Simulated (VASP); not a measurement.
# BN (Qingsongite) (F-43m) in VASP: further runs

The runs below take BN (Qingsongite) through single point, with PBE.

Program: VASP 6.6.1. These are calculated values, not measurements. Logs are shortened: lines on timing, memory, paths and dates and some standing lists are left out, and cuts for length are marked.

**Experimental background.**

From a printed reference work, monograph, for a bulk crystal of BN at 300 K: band gap 6.4 eV (indirect).

The runs below are set against these values where they give the same quantity.

### 1 The cell of the first run

The structure is cubic, space group F-43m (No. 216). Conventional cell: a = 3.631 Å, b = 3.631 Å, c = 3.631 Å, α = 90.00°, β = 90.00°, γ = 90.00°. B (site symmetry -43m) has 4 N at 1.57 Å within 2.1 Å. Within 2.1 Å of N (site symmetry -43m) lie 4 B at 1.57 Å.

### 2 Single point, PBE

Contents of INCAR:

```
PREC = Accurate
ENCUT = 600
EDIFF = 1E-6
ISMEAR = 1
SIGMA = 0.05
LREAL = False
LASPH = True
NELM = 120
ALGO = Normal
ISIF = 2
LWAVE = False
LCHARG = False
GGA = PE
NBANDS = 11
GGA_COMPAT = False
```

Contents of KPOINTS:

```
Automatic mesh
0
Gamma
  10 10 10
```

Contents of POSCAR:

```
BN
1.0
    0.0000000000      1.8156256637      1.8156256637
    1.8156256637      0.0000000000      1.8156256637
    1.8156256637      1.8156256637      0.0000000000
B N
1 1
Direct
    0.0000000000      0.0000000000      0.0000000000
    0.2500000000      0.2500000000      0.2500000000
```

Potentials or basis: VASP PAW PBE potentials, release 64 (B, N).

The run is started by

```bash
> cat potpaw_PBE.64/B/POTCAR potpaw_PBE.64/N/POTCAR > POTCAR
> mpirun -np 1 vasp_std > vasp.out
```

OUTCAR:

```text
PREC = Accurate
   ENCUT = 600
   EDIFF = 1E-6
   ISMEAR = 1
   LREAL = False
   LASPH = True
   NELM = 120
   ISIF = 2
   GGA = PE

 ion  position               nearest neighbor table
   1  0.000  0.000  0.000-   2 1.57   2 1.57   2 1.57   2 1.57
   2  0.250  0.250  0.250-   1 1.57   1 1.57   1 1.57   1 1.57

  LATTYP: Found a face centered cubic cell.
 ALAT       =     3.6312513274

  Lattice vectors:

 A1 = (   0.0000000000,   1.8156256637,   1.8156256637)
 A2 = (   1.8156256637,   0.0000000000,   1.8156256637)
 A3 = (   1.8156256637,   1.8156256637,   0.0000000000)

Analysis of symmetry for initial positions (statically):
=====================================================================
 Subroutine PRICEL returns:
 Original cell was already a primitive cell.

 Routine SETGRP: Setting up the symmetry group for a
 face centered cubic supercell.

 Subroutine GETGRP returns: Found 24 space group operations
 (whereof 24 operations were pure point group operations)
 out of a pool of 48 trial point group operations.

The static configuration has the point symmetry T_d .

Analysis of symmetry for dynamics (positions and initial velocities):
=====================================================================
 Subroutine PRICEL returns:
 Original cell was already a primitive cell.

 Routine SETGRP: Setting up the symmetry group for a
 face centered cubic supercell.

 Subroutine GETGRP returns: Found 24 space group operations
 (whereof 24 operations were pure point group operations)
 out of a pool of 48 trial point group operations.

The dynamic configuration has the point symmetry T_d .

 Subroutine INISYM returns: Found 24 space group operations
 (whereof 24 operations are pure point group operations),
 and found     1 'primitive' translations

----------------------------------------------------------------------------------------

                                     Primitive cell

  volume of cell :      11.9704

  direct lattice vectors                    reciprocal lattice vectors
     0.000000000  1.815625664  1.815625664    -0.275387163  0.275387163  0.275387163
     1.815625664  0.000000000  1.815625664     0.275387163 -0.275387163  0.275387163
     1.815625664  1.815625664  0.000000000     0.275387163  0.275387163 -0.275387163

  length of vectors
     2.567682438  2.567682438  2.567682438     0.476984557  0.476984557  0.476984557

  position of ions in fractional coordinates (direct lattice)
     0.000000000  0.000000000  0.000000000
     0.250000000  0.250000000  0.250000000

  ion indices of the primitive-cell ions
   primitive index   ion index
                 1           1
                 2           2

----------------------------------------------------------------------------------------

 KPOINTS: Automatic mesh

Automatic generation of k-mesh.
 Grid dimensions read from file:
 generate k-points for:   10   10   10

 Generating k-lattice:

  Cartesian coordinates                     Fractional coordinates (reciprocal lattice)
    -0.027538716  0.027538716  0.027538716     0.100000000  0.000000000  0.000000000
     0.027538716 -0.027538716  0.027538716     0.000000000  0.100000000  0.000000000
     0.027538716  0.027538716 -0.027538716     0.000000000  0.000000000  0.100000000

  Length of vectors
     0.047698456  0.047698456  0.047698456

  Shift w.r.t. Gamma in fractional coordinates (k-lattice)
     0.000000000  0.000000000  0.000000000

 Subroutine IBZKPT returns following result:
 ===========================================

 Found     47 irreducible k-points:

 Following reciprocal coordinates:
            Coordinates               Weight
  0.000000  0.000000  0.000000      1.000000
  0.100000  0.000000  0.000000      8.000000
  0.200000  0.000000  0.000000      8.000000
  0.300000  0.000000  0.000000      8.000000
  0.400000  0.000000  0.000000      8.000000
  0.500000  0.000000  0.000000      4.000000
[... 16 lines left out ...]
  0.300000  0.300000  0.000000      6.000000
  0.400000  0.300000  0.000000     24.000000
 [... further k-points ...]
   k-points           NKPTS =     47   k-points in BZ     NKDIM =     47   number of bands    NBANDS=     11
   number of dos      NEDOS =    301   number of ions     NIONS =      2
   total plane-waves  NPLWV =  13824
   dimension x,y,z NGX =    24 NGY =   24 NGZ =   24
   dimension x,y,z NGXF=    48 NGYF=   48 NGZF=   48
   ions per type =               1   1
   NGX,Y,Z   is equivalent  to a cutoff of  15.54, 15.54, 15.54 a.u.
   NGXF,Y,Z  is equivalent  to a cutoff of  31.08, 31.08, 31.08 a.u.
 SYSTEM =  unknown system
   PREC   = accura    normal or accurate (medium, high low for compatibility)
   ISTART =      0    job   : 0-new  1-cont  2-samecut
   ICHARG =      2    charge: 1-file 2-atom 10-const
   ISPIN  =      1    spin polarized calculation?
   LNONCOLLINEAR =      F non collinear calculations
   LSORBIT =      F    spin-orbit coupling
   LASPH  =      T    aspherical Exc in radial PAW
   ENCUT  =  600.0 eV  44.10 Ry    6.64 a.u.   5.13  5.13  5.13*2*pi/ulx,y,z
   NELM   =    120;   NELMIN=  2; NELMDL= -5     # of ELM steps
   EDIFF  = 0.1E-05   stopping-criterion for ELM
   LREAL  =      F    real-space projection
   EDIFFG = 0.1E-04   stopping-criterion for IOM
   NSW    =      0    number of steps for IOM
   IBRION =     -1    ionic relax: 0-MD 1-quasi-New 2-CG
   NFREE  =      0    steps in history (QN), initial steepest desc. (CG)
   ISIF   =      2    stress and relaxation
   ISYM   =      2    0-nonsym 1-usesym 2-fastsym
   POTIM  = 0.5000    time-step for ionic-motion
   TEBEG  =    0.0;   TEEND  =   0.0 temperature during run
   PSTRESS=    0.0 pullay stress
   NELECT =       8.0000    total number of electrons
   NUPDOWN=      -1.0000    fix difference up-down
   EMIN   =  10.00;   EMAX   =-10.00  energy-range for DOS
   EFERMI =   0.00;   METHOD = LEGACY
   ISMEAR =     1;   SIGMA  =   0.05  broadening in eV -4-tet -1-fermi 0-gaus
   EFERMI_NEDOS =   21; number of points for ismear=-14 and -15
   IALGO  =     38    algorithm
   IMIX   =      4    mixing-type and parameters
     AMIX     =   0.40;   BMIX     =  1.00
     AMIX_MAG =   1.60;   BMIX_MAG =  1.00
  volume/ion in A,a.u.               =       5.99        40.39
  Fermi-wavevector in a.u.,A,eV,Ry     =   1.431315  2.704793 27.873742  2.048662
  Thomas-Fermi vector in A             =   2.551065
   LORBIT       =      0    0 simple, 1 ext, 2 COOP (PROOUT), +10 PAW based schemes
   GGA     = PE    functional components
   LHFCALC =     F    Hartree Fock is set to
   AEXX    =    0.0000 exact exchange contribution
   IVDW    =     0    specifies the selected vdW correction
   LEPSILON=     F    determine dielectric tensor
   LRPA    =     F    only Hartree local field effects (RPA)
 non-spin polarized calculation
 Methfessel and Paxton  Order N= 1 SIGMA  =   0.05
  energy-cutoff  :      600.00
  volume of cell :       11.97
 maximum number of plane-waves:       411
 NGX is ok and might be reduce to    24
   NGX = 11   NGY = 11   NGZ = 11

 number of electron       8.0000000 magnetization

 Free energy of the ion-electron system (eV)
  ---------------------------------------------------
  ext. energy  EPLUGINS =         0.00000000
  ---------------------------------------------------
  free energy    TOTEN  =       -17.45437205 eV

  energy without entropy =      -17.45438074  energy(sigma->0) =      -17.45437495

 E-fermi :   7.2798     XC(G=0): -12.7558

 val. band max:        7.2377559114   @ k =   0.0000   0.0000   0.0000
 cond. band min:      11.6828344826   @ k =   0.5000   0.5000   0.0000
 fundamental gap:      4.4450785712
 Fermi energy:         7.2798496627

 k-point     1 :       0.0000    0.0000    0.0000
  band No.  band energies     occupation
      1     -12.8409      2.00000
      2       7.2378      2.00000
      3       7.2378      2.00000
      4       7.2378      2.00000
      5      15.9934      0.00000
      6      15.9934      0.00000
      7      15.9934      0.00000
      8      17.3697      0.00000
      9      31.7381      0.00000
     10      34.8407      0.00000
     11      34.8407      0.00000

 k-point     2 :       0.1000    0.0000    0.0000
  band No.  band energies     occupation
      1     -12.6004      2.00000
      2       5.9792      2.00000
      3       6.9875      2.00000
      4       6.9875      2.00000
      5      16.2398      0.00000
      6      16.3719      0.00000
      7      16.3719      0.00000
      8      18.1785      0.00000
      9      31.4843      0.00000
     10      32.2675      0.00000
     11      32.2675      0.00000

 k-point     3 :       0.2000    0.0000    0.0000
  band No.  band energies     occupation
      1     -11.8931      2.00000
      2       3.2900      2.00000
      3       6.4246      2.00000
      4       6.4246      2.00000
      5      16.5780      0.00000
      6      17.1570      0.00000
      7      17.1570      0.00000
      8      19.8554      0.00000
      9      30.8070      0.00000
     10      30.8070      0.00000
     11      30.8197      0.00000

 k-point     4 :       0.3000    0.0000    0.0000
  band No.  band energies     occupation
      1     -10.7771      2.00000
      2       0.3647      2.00000
      3       5.8539      2.00000
      4       5.8539      2.00000
      5      16.8971      0.00000
      6      17.7214      0.00000
      7      17.7214      0.00000
      8      21.2712      0.00000
      9      30.3318      0.00000
     10      31.0481      0.00000
     11      31.0481      0.00000
[... 239 lines left out ...]
 k-point    22 :      -0.2000    0.2000    0.0000
  band No.  band energies     occupation
      1     -10.4081      2.00000
      2       1.1316      2.00000
      3       3.0224      2.00000
      4       5.9584      2.00000
      5      17.6955      0.00000
      6      18.1123      0.00000
      7      18.6023      0.00000
      8      20.7799      0.00000
      9      28.4503      0.00000
     10      29.4255      0.00000
     11      33.7502      0.00000

 k-point    23 :       0.3000    0.3000    0.0000
  band No.  band energies     occupation
      1     -10.1049      2.00000
      2       2.0446      2.00000
      3       3.6253      2.00000
      4       3.6253      2.00000
      5      13.3341      0.00000
      6      17.9278      0.00000
      7      21.8160      0.00000
      8      21.8160      0.00000
      9      25.8074      0.00000
     10      34.3288      0.00000
     11      38.9028      0.00000

 k-point    24 :       0.4000    0.3000    0.0000
  band No.  band energies     occupation
      1      -9.1153      2.00000
      2       0.5135      2.00000
      3       2.7847      2.00000
      4       3.2211      2.00000
      5      13.2990      0.00000
      6      17.7864      0.00000
      7      22.5418      0.00000
      8      22.6503      0.00000
      9      26.7415      0.00000
     10      34.0428      0.00000
     11      38.8074      0.00000

 [... further k-points ...]
[... 5 lines left out ...]
  --------------------------------------------------------------------------------------
  -------------------------------------------------------------------------------------
  Total       -0.1525962     -0.1525962     -0.1525962      0.0000000      0.0000000      0.0000000
  in kB      -20.4242146    -20.4242146    -20.4242146      0.0000000      0.0000000      0.0000000
  external PRESSURE =     -20.4242146 kB  Pullay stress =       0.0000000 kB

 VOLUME and BASIS-vectors are now :
 -----------------------------------------------------------------------------
  energy-cutoff  :      600.00
  volume of cell :       11.97
      direct lattice vectors                 reciprocal lattice vectors
     0.000000000  1.815625664  1.815625664    -0.275387163  0.275387163  0.275387163
     1.815625664  0.000000000  1.815625664     0.275387163 -0.275387163  0.275387163
     1.815625664  1.815625664  0.000000000     0.275387163  0.275387163 -0.275387163

 POSITION                                       TOTAL-FORCE (eV/Angst)
 -----------------------------------------------------------------------------------
      0.00000      0.00000      0.00000        -0.000000     -0.000000     -0.000000
      0.90781      0.90781      0.90781         0.000000      0.000000      0.000000
 -----------------------------------------------------------------------------------
    total drift:                                0.000000      0.000000      0.000000

  FREE ENERGIE OF THE ION-ELECTRON SYSTEM (eV)
  ---------------------------------------------------
  free  energy   TOTEN  =       -17.4543720461 eV

  energy  without entropy=      -17.4543807429  energy(sigma->0) =      -17.45437495
```

Run time: 3.7 s. Hardware: 1 thread of Intel Xeon 6975P-C (Granite Rapids), shared host; peak memory 0.13 GiB.

What came out:

- Free energy: -17.4544 eV
- Pressure: -2.0 GPa
- Band gap on the k mesh: 4.45 eV, indirect (least direct gap 8.76 eV)

[end of part 1 of 3]
